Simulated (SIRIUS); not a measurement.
Here is a SIRIUS 7.12.0 calculation.

The input sirius.json:

```json
{
  "control": {
    "processing_unit": "cpu",
    "std_evp_solver_name": "lapack",
    "gen_evp_solver_name": "lapack",
    "verbosity": 2,
    "print_forces": true,
    "ortho_rf": true,
    "use_second_variation": true,
    "rmt_max": 3.0,
    "num_bands_to_print": 24,
    "save_wf": true
  },
  "parameters": {
    "electronic_structure_method": "full_potential_lapwlo",
    "xc_functionals": ["XC_GGA_X_PBE", "XC_GGA_C_PBE"],
    "core_relativity": "none",
    "valence_relativity": "none",
    "num_fv_states": 30,
    "smearing": "fermi_dirac",
    "smearing_width": 0.0018374661,
    "pw_cutoff": 20,
    "gk_cutoff": 3.31,
    "lmax_apw": 10,
    "lmax_rho": 8,
    "lmax_pot": 8,
    "num_mag_dims": 0,
    "auto_rmt": 0,
    "ngridk": [7, 7, 7],
    "shiftk": [0, 0, 0],
    "num_dft_iter": 80,
    "energy_tol": 1e-07,
    "density_tol": 1e-05,
    "use_symmetry": true
  },
  "settings": {"tol_ne": 1e-10},
  "iterative_solver": {"type": "exact"},
  "mixer": {"type": "anderson", "beta": 0.5, "max_history": 8},
  "unit_cell": {
    "lattice_vectors": [[0.0, 5.9542435598, 5.9542435598], [5.9542435598, 0.0, 5.9542435598], [5.9542435598, 5.9542435598, 0.0]],
    "atom_types": ["Sn", "Te"],
    "atom_files": {"Sn": "Sn.json", "Te": "Te.json"},
    "atoms": {"Sn": [[0.0, 0.0, 0.0]], "Te": [[0.5, 0.5, 0.5]]}
  }
}
```

File Sn.json:

```json
{
  "name": "tin",
  "symbol": "Sn",
  "number": 50,
  "mass": 118.71,
  "rmin": 1e-06,
  "rmt": 2.54,
  "nrmt": 800,
  "rinf": 17.22,
  "core": "1s2s2p3s3p3d",
  "valence": [
    {"basis": [{"enu": 0.02, "dme": 0, "n": 0, "auto": 0}, {"enu": 0.02, "dme": 1, "n": 0, "auto": 0}]},
    {"l": 0, "n": 1, "basis": [{"enu": 0.043, "dme": 0, "n": 0, "auto": 0}]},
    {"l": 1, "n": 2, "basis": [{"enu": 0.12, "dme": 0, "n": 0, "auto": 0}]},
    {"l": 2, "n": 3, "basis": [{"enu": 0.12, "dme": 0, "n": 0, "auto": 0}]},
    {"l": 3, "n": 4, "basis": [{"enu": 0.12, "dme": 0, "n": 0, "auto": 0}]}
  ],
  "lo": [
    {"l": 0, "basis": [{"enu": 0.043, "dme": 0, "n": 0, "auto": 0}, {"enu": 0.043, "dme": 1, "n": 0, "auto": 0}]},
    {
      "l": 0,
      "basis": [{"enu": -4.6345, "dme": 0, "n": 4, "auto": 1}, {"enu": -4.6345, "dme": 1, "n": 4, "auto": 1}]
    },
    {
      "l": 0,
      "basis": [{"enu": -4.6345, "dme": 1, "n": 4, "auto": 1}, {"enu": 0.043, "dme": 0, "n": 0, "auto": 0}]
    },
    {"l": 0, "basis": [{"enu": 0.043, "dme": 0, "n": 0, "auto": 0}, {"enu": 2.523, "dme": 0, "n": 0, "auto": 0}]},
    {"l": 1, "basis": [{"enu": 0.12, "dme": 0, "n": 0, "auto": 0}, {"enu": 0.12, "dme": 1, "n": 0, "auto": 0}]},
    {
      "l": 1,
      "basis": [{"enu": -3.0243, "dme": 0, "n": 4, "auto": 1}, {"enu": -3.0243, "dme": 1, "n": 4, "auto": 1}]
    },
    {
      "l": 1,
      "basis": [{"enu": -3.0243, "dme": 1, "n": 4, "auto": 1}, {"enu": 0.12, "dme": 0, "n": 0, "auto": 0}]
    },
    {"l": 1, "basis": [{"enu": 0.12, "dme": 0, "n": 0, "auto": 0}, {"enu": 2.972, "dme": 0, "n": 0, "auto": 0}]},
    {"l": 2, "basis": [{"enu": 0.12, "dme": 0, "n": 0, "auto": 0}, {"enu": 0.12, "dme": 1, "n": 0, "auto": 0}]},
    {
      "l": 2,
      "basis": [{"enu": -0.6916, "dme": 0, "n": 4, "auto": 1}, {"enu": -0.6916, "dme": 1, "n": 4, "auto": 1}]
    },
    {
      "l": 2,
      "basis": [{"enu": -0.6916, "dme": 1, "n": 4, "auto": 1}, {"enu": 0.12, "dme": 0, "n": 0, "auto": 0}]
    },
    {"l": 2, "basis": [{"enu": 0.12, "dme": 0, "n": 0, "auto": 0}, {"enu": 3.344, "dme": 0, "n": 0, "auto": 0}]},
    {"l": 3, "basis": [{"enu": 0.12, "dme": 0, "n": 0, "auto": 0}, {"enu": 0.12, "dme": 1, "n": 0, "auto": 0}]},
    {"l": 3, "basis": [{"enu": 0.12, "dme": 0, "n": 0, "auto": 0}, {"enu": 2.817, "dme": 0, "n": 0, "auto": 0}]}
  ],
  "free_atom": [... radial grid and density of the free atom, the start of the SCF ...]
}
```

File Te.json:

```json
{
  "name": "tellurium",
  "symbol": "Te",
  "number": 52,
  "mass": 127.6,
  "rmin": 1e-06,
  "rmt": 2.54,
  "nrmt": 800,
  "rinf": 14.28,
  "core": "1s2s2p3s3p3d",
  "valence": [
    {"basis": [{"enu": 0.02, "dme": 0, "n": 0, "auto": 0}, {"enu": 0.02, "dme": 1, "n": 0, "auto": 0}]},
    {"l": 0, "n": 1, "basis": [{"enu": 0.0009, "dme": 0, "n": 0, "auto": 0}]},
    {"l": 1, "n": 2, "basis": [{"enu": 0.12, "dme": 0, "n": 0, "auto": 0}]},
    {"l": 2, "n": 3, "basis": [{"enu": 0.12, "dme": 0, "n": 0, "auto": 0}]},
    {"l": 3, "n": 4, "basis": [{"enu": 0.12, "dme": 0, "n": 0, "auto": 0}]}
  ],
  "lo": [
    {
      "l": 0,
      "basis": [{"enu": 0.0009, "dme": 0, "n": 0, "auto": 0}, {"enu": 0.0009, "dme": 1, "n": 0, "auto": 0}]
    },
    {
      "l": 0,
      "basis": [{"enu": -5.6639, "dme": 0, "n": 4, "auto": 1}, {"enu": -5.6639, "dme": 1, "n": 4, "auto": 1}]
    },
    {
      "l": 0,
      "basis": [{"enu": -5.6639, "dme": 1, "n": 4, "auto": 1}, {"enu": 0.0009, "dme": 0, "n": 0, "auto": 0}]
    },
    {
      "l": 0,
      "basis": [{"enu": 0.0009, "dme": 0, "n": 0, "auto": 0}, {"enu": 2.4809, "dme": 0, "n": 0, "auto": 0}]
    },
    {"l": 1, "basis": [{"enu": 0.12, "dme": 0, "n": 0, "auto": 0}, {"enu": 0.12, "dme": 1, "n": 0, "auto": 0}]},
    {
      "l": 1,
      "basis": [{"enu": -3.846, "dme": 0, "n": 4, "auto": 1}, {"enu": -3.846, "dme": 1, "n": 4, "auto": 1}]
    },
    {"l": 1, "basis": [{"enu": -3.846, "dme": 1, "n": 4, "auto": 1}, {"enu": 0.12, "dme": 0, "n": 0, "auto": 0}]},
    {"l": 1, "basis": [{"enu": 0.12, "dme": 0, "n": 0, "auto": 0}, {"enu": 2.972, "dme": 0, "n": 0, "auto": 0}]},
    {"l": 2, "basis": [{"enu": 0.12, "dme": 0, "n": 0, "auto": 0}, {"enu": 0.12, "dme": 1, "n": 0, "auto": 0}]},
    {
      "l": 2,
      "basis": [{"enu": -1.1902, "dme": 0, "n": 4, "auto": 1}, {"enu": -1.1902, "dme": 1, "n": 4, "auto": 1}]
    },
    {
      "l": 2,
      "basis": [{"enu": -1.1902, "dme": 1, "n": 4, "auto": 1}, {"enu": 0.12, "dme": 0, "n": 0, "auto": 0}]
    },
    {"l": 2, "basis": [{"enu": 0.12, "dme": 0, "n": 0, "auto": 0}, {"enu": 3.344, "dme": 0, "n": 0, "auto": 0}]},
    {"l": 3, "basis": [{"enu": 0.12, "dme": 0, "n": 0, "auto": 0}, {"enu": 0.12, "dme": 1, "n": 0, "auto": 0}]},
    {"l": 3, "basis": [{"enu": 0.12, "dme": 0, "n": 0, "auto": 0}, {"enu": 2.817, "dme": 0, "n": 0, "auto": 0}]}
  ],
  "free_atom": [... radial grid and density of the free atom, the start of the SCF ...]
}
```

The input sirius_start.json:

```json
{
  "control": {
    "processing_unit": "cpu",
    "std_evp_solver_name": "lapack",
    "gen_evp_solver_name": "lapack",
    "verbosity": 1,
    "print_forces": false,
    "ortho_rf": true,
    "use_second_variation": true,
    "rmt_max": 3.0,
    "num_bands_to_print": 24,
    "save_wf": false
  },
  "parameters": {
    "electronic_structure_method": "full_potential_lapwlo",
    "xc_functionals": ["XC_LDA_X", "XC_LDA_C_PW"],
    "core_relativity": "none",
    "valence_relativity": "none",
    "num_fv_states": 30,
    "smearing": "fermi_dirac",
    "smearing_width": 0.0055123983,
    "pw_cutoff": 20,
    "gk_cutoff": 2.65,
    "lmax_apw": 10,
    "lmax_rho": 8,
    "lmax_pot": 8,
    "num_mag_dims": 0,
    "auto_rmt": 0,
    "ngridk": [3, 3, 3],
    "shiftk": [0, 0, 0],
    "num_dft_iter": 30,
    "energy_tol": 0.01,
    "density_tol": 0.05,
    "use_symmetry": true
  },
  "settings": {"tol_ne": 1e-10},
  "iterative_solver": {"type": "exact"},
  "mixer": {"type": "anderson", "beta": 0.5, "max_history": 8},
  "unit_cell": {
    "lattice_vectors": [[0.0, 5.9542435598, 5.9542435598], [5.9542435598, 0.0, 5.9542435598], [5.9542435598, 5.9542435598, 0.0]],
    "atom_types": ["Sn", "Te"],
    "atom_files": {"Sn": "Sn.json", "Te": "Te.json"},
    "atoms": {"Sn": [[0.0, 0.0, 0.0]], "Te": [[0.5, 0.5, 0.5]]}
  }
}
```

Contents of sirius_bands.json:

```json
{
  "control": {
    "processing_unit": "cpu",
    "std_evp_solver_name": "lapack",
    "gen_evp_solver_name": "lapack",
    "verbosity": 2,
    "print_forces": true,
    "ortho_rf": true,
    "use_second_variation": true,
    "rmt_max": 3.0,
    "num_bands_to_print": 24,
    "save_wf": true
  },
  "parameters": {
    "electronic_structure_method": "full_potential_lapwlo",
    "xc_functionals": ["XC_GGA_X_PBE", "XC_GGA_C_PBE"],
    "core_relativity": "none",
    "valence_relativity": "none",
    "num_fv_states": 30,
    "smearing": "fermi_dirac",
    "smearing_width": 0.0018374661,
    "pw_cutoff": 20,
    "gk_cutoff": 3.31,
    "lmax_apw": 10,
    "lmax_rho": 8,
    "lmax_pot": 8,
    "num_mag_dims": 0,
    "auto_rmt": 0,
    "ngridk": [7, 7, 7],
    "shiftk": [0, 0, 0],
    "num_dft_iter": 80,
    "energy_tol": 1e-07,
    "density_tol": 1e-05,
    "use_symmetry": true
  },
  "settings": {"tol_ne": 1e-10},
  "iterative_solver": {"type": "exact"},
  "mixer": {"type": "anderson", "beta": 0.5, "max_history": 8},
  "unit_cell": {
    "lattice_vectors": [[0.0, 5.9542435598, 5.9542435598], [5.9542435598, 0.0, 5.9542435598], [5.9542435598, 5.9542435598, 0.0]],
    "atom_types": ["Sn", "Te"],
    "atom_files": {"Sn": "Sn.json", "Te": "Te.json"},
    "atoms": {"Sn": [[0.0, 0.0, 0.0]], "Te": [[0.5, 0.5, 0.5]]}
  },
  "kpoints_rel": {
    "G": [0.0, 0.0, 0.0],
    "K": [0.375, 0.375, 0.75],
    "L": [0.5, 0.5, 0.5],
    "U": [0.625, 0.25, 0.625],
    "W": [0.5, 0.25, 0.75],
    "X": [0.5, 0.0, 0.5]
  },
  "kpoints_path": ["G", "X", "W", "K", "G", "L", "U", "W", "L", "K"]
}
```

Potentials or basis: all-electron FP-LAPW (no relativity for the valence, core without relativity), apw+lo standard.

Launch:

```console
$ OMP_NUM_THREADS=1 sirius.scf --input=sirius_start.json --output=start.json
$ OMP_NUM_THREADS=1 sirius.scf --input=sirius.json --output=output.json --task=1
$ OMP_NUM_THREADS=1 sirius.scf --input=sirius_bands.json --output=bands_out.json --task=2
```

(1) Estimate the band gap along the path.

Answers

(1) none (metal or under the smearing width).

Caveat: this odd mesh misses L, where the gap lies, so gap, dielectric constants and Born charges aren't listed; relativity is left out for the valence states, which matters for the heavier elements; relativity is left out for the core states; spin-orbit coupling is left out, which moves the levels of the heavy elements.

**Experimental background.**

A printed reference work, textbook reports, for a bulk crystal of SnTe at 300 K: band gap 0.18 eV (direct).

A measured gap of SnTe is 0.18 eV (direct; 300 K; a printed reference work, textbook); the calculated 0.00 eV misses it by -0.18 eV. Spin-orbit coupling on Sn, Te is left out. The value is that of PBE, without temperature or zero-point motion. Semilocal functionals fall short of measured gaps as a rule.
